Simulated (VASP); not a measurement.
**Ni: single point with RPBE**

The system is Ni.

```
Ni
1.0
     0.00000    1.73757    1.73757
     1.73757    0.00000    1.73757
     1.73757    1.73757    0.00000
Ni
1
Cartesian
  0.0000 0.0000 0.0000
```

```json
{
 "Program": "VASP 6.6.1",
 "Task": "single point",
 "Functional": "RPBE",
 "Potentials or basis": "VASP PAW PBE potentials, release 64 (Ni)",
 "Cutoff": "520 eV",
 "k mesh": "13 × 13 × 13",
 "Occupations": "gaussian, width 0.05 eV",
 "Spin": "collinear spin, ferromagnetic start",
 "Starting moments": "[1.0] μB",
 "Further INCAR settings": "ALGO = Normal; EDIFF = 1e-06; NBANDS = 15"
}
```

The pressure is 13.9 GPa and the band gap on the k mesh is none (metal or under the smearing width). The net moment is 0.62 μB per cell. The site moments are Ni +0.63 μB. The valence electrons inside the program's atomic spheres are Ni 9.37.

Levels at points of the mesh, in eV from the Fermi level:
Spin up:
| k point | band 3 | band 4 | band 5 | band 6 | band 7 | band 8 |
| --- | --- | --- | --- | --- | --- | --- |
| (0.00, 0.00, 0.00) | -2.56 | -2.56 | -1.31 | -1.31 | 23.98 | 28.19 |
Spin down:
```tsv
k point	band 3	band 4	band 5	band 6	band 7	band 8
(0.00, 0.00, 0.00)	-1.78	-1.78	-0.73	-0.73	23.79	28.14
```

It took 18 s on 1 thread of AMD EPYC 9R45 (Zen 5), on a shared host, peak memory 0.1 GiB.

Caveat: the PAW data sets were made with another functional, which shifts forces and pressure a little.
